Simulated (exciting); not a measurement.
# Re (P6_3/mmc) in exciting: reference runs, part 2 of 2

exciting (release sodium). Earlier steps stand in the parts before.

### Step 3. Equation of state, PBE, 13.83 Å³/atom (volume scaled by 0.94)

The input, input.xml:

```xml
<input>
  <title>Re</title>
  <structure speciespath="./" tshift="false">
    <crystal scale="1">
      <basevect>5.110653431740 0.000000000000 0.000000000000</basevect>
      <basevect>-2.555326715964 4.425955701878 0.000000000000</basevect>
      <basevect>0.000000000000 0.000000000000 8.252794526899</basevect>
    </crystal>
    <species speciesfile="Re.xml" rmt="2.3">
      <atom coord="0.666666666700 0.333333333300 0.750000000000"/>
      <atom coord="0.333333333300 0.666666666700 0.250000000000"/>
    </species>
  </structure>
  <groundstate do="fromscratch" ngridk="11 11 6" rgkmax="9" gmaxvr="14" lmaxapw="10" lmaxmat="10" lmaxvr="8" xctype="GGA_PBE" stype="Fermi Dirac" swidth="0.00183747" nempty="18" ValenceRelativity="iora*" epsengy="1e-05" epspot="1e-05" maxscl="60" outputlevel="normal"/>
</input>
```

Potentials or basis: all-electron LAPW+lo, shipped species files, valence relativity iora*.

Started as:

```bash
$ OMP_NUM_THREADS=1 exciting_smp
```

INFO.OUT:

```text
================================================================================
EXCITING SODIUM started
[... 10 lines left out ...]

 Lattice vectors (cartesian) :
      5.1106534317      0.0000000000      0.0000000000
     -2.5553267160      4.4259557019      0.0000000000
      0.0000000000      0.0000000000      8.2527945269

 Reciprocal lattice vectors (cartesian) :
      1.2294289548      0.7098111380     -0.0000000000
      0.0000000000      1.4196222760      0.0000000000
      0.0000000000     -0.0000000000      0.7613403298

 Unit cell volume                           :     186.6742978694
 Brillouin zone volume                      :       1.3287861065

 Species :    1 (Re)
     parameters loaded from                 :    Re.xml
     name                                   :    rhenium
     nuclear charge                         :     -75.00000000
     electronic charge                      :      75.00000000
     atomic mass                            :  339434.59610000
     muffin-tin radius                      :       2.30000000
[... 38 lines left out ...]

 Maximum Hamiltonian size                   :     253
 Maximum number of plane-waves              :     199
 Total number of local-orbitals             :      54

 Exchange-correlation type                  :      20
     Perdew-Burke-Ernzerhof, Phys. Rev. Lett. 77, 3865 (1996)
     Generalised gradient approximation (GGA)

[... 20 lines left out ...]
+ SCF iteration number :    1                                                  +
++++++++++++++++++++++++++++++++++++++++++++++++++++++++++++++++++++++++++++++++
 Total energy                               :    -33410.61136347
 _______________________________________________________________
 Fermi energy                               :         0.65451646
 Kinetic energy                             :     37829.51760006
 Coulomb energy                             :    -70573.96449740
 Exchange energy                            :      -656.96012718
 Correlation energy                         :        -9.20433895
[... 374 lines left out ...]
 RMS change in effective potential (target) :  0.918329E-09  ( 0.100000E-04)
 Absolute change in total energy   (target) :  0.714084E-06  ( 0.100000E-04)
 Charge distance                   (target) :  0.288171E-09  ( 0.100000E-04)

++++++++++++++++++++++++++++++++++++++++++++++++++++++++++++++++++++++++++++++++
| Convergency criteria checked for the last 2 iterations                       +
| Convergence targets achieved. Performing final SCF iteration                 +
++++++++++++++++++++++++++++++++++++++++++++++++++++++++++++++++++++++++++++++++
 Total energy                               :    -33436.03621603
 _______________________________________________________________
 Fermi energy                               :         0.63536179
 Kinetic energy                             :     37812.59353470
 Coulomb energy                             :    -70582.03990583
 Exchange energy                            :      -657.38574310
 Correlation energy                         :        -9.20410180

 DOS at Fermi energy (states/Ha/cell)       :        36.49528764

 Electron charges :
     core                                   :        92.00000000
     core leakage                           :         0.00000574
     valence                                :        58.00000000
     interstitial                           :         4.82656711
     charge in muffin-tin spheres :
                  atom     1    Re          :        72.58671644
                  atom     2    Re          :        72.58671644
     total charge in muffin-tins            :       145.17343289
     total charge                           :       150.00000000

++++++++++++++++++++++++++++++++++++++++++++++++++++++++++++++++++++++++++++++++
[... 12 lines left out ...]
| EXCITING SODIUM stopped                                                      =
================================================================================
```

WARNINGS.OUT:

```text
Inversion symmetry is present. Consider using input%groundstate%solver%type = "inversionsymmetry"
```

Run time: 2.1 min. Hardware: 1 thread of Arm Neoverse V1, shared host; peak memory 0.13 GiB.

What came out:

```yaml
Free_energy: -909840.9076 eV
Band_gap_on_the_k_mesh: none (metal or under the smearing width)
All_electrons_inside_the_program's_atomic_spheres: Re 72.59 (radii Re 2.3 bohr)
```

Caveat: the log's total energy holds no entropy term; the free energy is that total less TS from the occupations.

### Step 4. Equation of state, PBE, 14.13 Å³/atom (volume scaled by 0.96)

Edit input.xml of step 3 so:

```diff
@@ -4,5 +4,5 @@
     <crystal scale="1">
-      <basevect>5.110653431740 0.000000000000 0.000000000000</basevect>
-      <basevect>-2.555326715964 4.425955701878 0.000000000000</basevect>
-      <basevect>0.000000000000 0.000000000000 8.252794526899</basevect>
+      <basevect>5.146645134723 0.000000000000 0.000000000000</basevect>
+      <basevect>-2.573322567456 4.457125430960 0.000000000000</basevect>
+      <basevect>0.000000000000 0.000000000000 8.310914713041</basevect>
     </crystal>
```

Started as:

```bash
$ OMP_NUM_THREADS=1 exciting_smp
```

Run time: 2 min. Hardware: 1 thread of Arm Neoverse V1, shared host; peak memory 0.13 GiB.

It converged, with:

| Property | Result |
| --- | --- |
| Free energy | -909841.0141 eV |
| Band gap on the k mesh | none (metal or under the smearing width) |
| All electrons inside the program's atomic spheres | Re 72.54 (radii Re 2.3 bohr) |

Caveat: the log's total energy holds no entropy term; the free energy is that total less TS from the occupations.

### Step 5. Equation of state, PBE, 14.42 Å³/atom (volume scaled by 0.98)

Edit input.xml of step 4 so:

```diff
@@ -4,5 +4,5 @@
     <crystal scale="1">
-      <basevect>5.146645134723 0.000000000000 0.000000000000</basevect>
-      <basevect>-2.573322567456 4.457125430960 0.000000000000</basevect>
-      <basevect>0.000000000000 0.000000000000 8.310914713041</basevect>
+      <basevect>5.182140360732 0.000000000000 0.000000000000</basevect>
+      <basevect>-2.591070180366 4.487865198404 0.000000000000</basevect>
+      <basevect>0.000000000000 0.000000000000 8.368233177584</basevect>
     </crystal>
```

Started as:

```bash
$ OMP_NUM_THREADS=1 exciting_smp
```

Run time: 2.2 min. Hardware: 1 thread of Arm Neoverse V1, shared host; peak memory 0.13 GiB.

The run converged. Its results:

- Free energy: -909841.0849 eV
- Band gap on the k mesh: none (metal or under the smearing width)
- All electrons inside the program's atomic spheres: Re 72.50 (radii Re 2.3 bohr)

Caveat: the log's total energy holds no entropy term; the free energy is that total less TS from the occupations.

### Step 6. Equation of state, PBE, 14.71 Å³/atom

Edit input.xml of step 5 so:

```diff
@@ -4,5 +4,5 @@
     <crystal scale="1">
-      <basevect>5.182140360732 0.000000000000 0.000000000000</basevect>
-      <basevect>-2.591070180366 4.487865198404 0.000000000000</basevect>
-      <basevect>0.000000000000 0.000000000000 8.368233177584</basevect>
+      <basevect>5.217155884867 0.000000000000 0.000000000000</basevect>
+      <basevect>-2.608577942433 4.518189531858 0.000000000000</basevect>
+      <basevect>0.000000000000 0.000000000000 8.424777008807</basevect>
     </crystal>
```

Potentials or basis: all-electron LAPW+lo, shipped species files, valence relativity iora*.

Started as:

```bash
$ OMP_NUM_THREADS=1 exciting_smp
```

Wall time 2.1 min (1 thread of Arm Neoverse V1, shared host); peak memory 0.13 GiB.

Results (log left out):

```yaml
Free_energy: -909841.1245 eV
Band_gap_on_the_k_mesh: none (metal or under the smearing width)
All_electrons_inside_the_program's_atomic_spheres: Re 72.45 (radii Re 2.3 bohr)
```

Caveat: the log's total energy holds no entropy term; the free energy is that total less TS from the occupations.

### Step 7. Equation of state, PBE, 15.01 Å³/atom (volume scaled by 1.02)

Edit input.xml of step 6 so:

```diff
@@ -4,5 +4,5 @@
     <crystal scale="1">
-      <basevect>5.217155884867 0.000000000000 0.000000000000</basevect>
-      <basevect>-2.608577942433 4.518189531858 0.000000000000</basevect>
-      <basevect>0.000000000000 0.000000000000 8.424777008807</basevect>
+      <basevect>5.251707593110 0.000000000000 0.000000000000</basevect>
+      <basevect>-2.625853796555 4.548112188907 0.000000000000</basevect>
+      <basevect>0.000000000000 0.000000000000 8.480571860119</basevect>
     </crystal>
```

Started as:

```bash
$ OMP_NUM_THREADS=1 exciting_smp
```

It took 2.2 min on 1 thread of Arm Neoverse V1, shared host; peak memory 0.13 GiB.

Results (log left out):

```yaml
Free_energy: -909841.1340 eV
Band_gap_on_the_k_mesh: none (metal or under the smearing width)
All_electrons_inside_the_program's_atomic_spheres: Re 72.42 (radii Re 2.3 bohr)
```

Caveat: the log's total energy holds no entropy term; the free energy is that total less TS from the occupations.

### Step 8. Equation of state, PBE, 15.30 Å³/atom (volume scaled by 1.04)

Edit input.xml of step 7 so:

```diff
@@ -4,5 +4,5 @@
     <crystal scale="1">
-      <basevect>5.251707593110 0.000000000000 0.000000000000</basevect>
-      <basevect>-2.625853796555 4.548112188907 0.000000000000</basevect>
-      <basevect>0.000000000000 0.000000000000 8.480571860119</basevect>
+      <basevect>5.285810546011 0.000000000000 0.000000000000</basevect>
+      <basevect>-2.642905272911 4.577646212441 0.000000000000</basevect>
+      <basevect>0.000000000000 0.000000000000 8.535642051539</basevect>
     </crystal>
```

Started as:

```bash
$ OMP_NUM_THREADS=1 exciting_smp
```

Wall time 2.2 min (1 thread of Arm Neoverse V1, shared host); peak memory 0.13 GiB.

It converged, with:

```
Free energy                                       : -909841.1188 eV
Band gap on the k mesh                            : none (metal or under the smearing width)
All electrons inside the program's atomic spheres : Re 72.38 (radii Re 2.3 bohr)
```

Caveat: the log's total energy holds no entropy term; the free energy is that total less TS from the occupations.

### Step 9. Equation of state, PBE, 15.60 Å³/atom (volume scaled by 1.06)

Edit input.xml of step 8 so:

```diff
@@ -4,5 +4,5 @@
     <crystal scale="1">
-      <basevect>5.285810546011 0.000000000000 0.000000000000</basevect>
-      <basevect>-2.642905272911 4.577646212441 0.000000000000</basevect>
-      <basevect>0.000000000000 0.000000000000 8.535642051539</basevect>
+      <basevect>5.319479036704 0.000000000000 0.000000000000</basevect>
+      <basevect>-2.659739518446 4.606803980731 0.000000000000</basevect>
+      <basevect>0.000000000000 0.000000000000 8.590010664184</basevect>
     </crystal>
```

Potentials or basis: all-electron LAPW+lo, shipped species files, valence relativity iora*.

Started as:

```bash
$ OMP_NUM_THREADS=1 exciting_smp
```

Wall time 2.3 min (1 thread of Arm Neoverse V1, shared host); peak memory 0.13 GiB.

The run converged. Its results:

* Free energy: -909841.0798 eV
* Band gap on the k mesh: none (metal or under the smearing width)
* All electrons inside the program's atomic spheres: Re 72.35 (radii Re 2.3 bohr)

Caveat: the log's total energy holds no entropy term; the free energy is that total less TS from the occupations.

### Step 10. Equation of state, PBE

Potentials or basis: all-electron LAPW+lo, shipped species files, valence relativity iora*.

No new run: the results of the series are fitted here.

Results:

```yaml
Equilibrium_volume: 14.97 Å³/atom
Bulk_modulus_at_fixed_shape_and_positions: 362 GPa
Pressure_derivative_of_the_bulk_modulus: 4.4
```

Energy against volume, from the lowest point:
```csv
volume (Å³/atom),energy (meV/atom)
13.831,113.18
14.125,59.93
14.420,24.56
14.714,4.76
15.008,0.00
15.303,7.58
15.597,27.07
```

Caveat: the cell was scaled at fixed shape and fractional positions, which overstates the stiffness of a crystal with free parameters, most of all of layers and chains. Spin-orbit coupling is left out, which matters for the levels of Re.
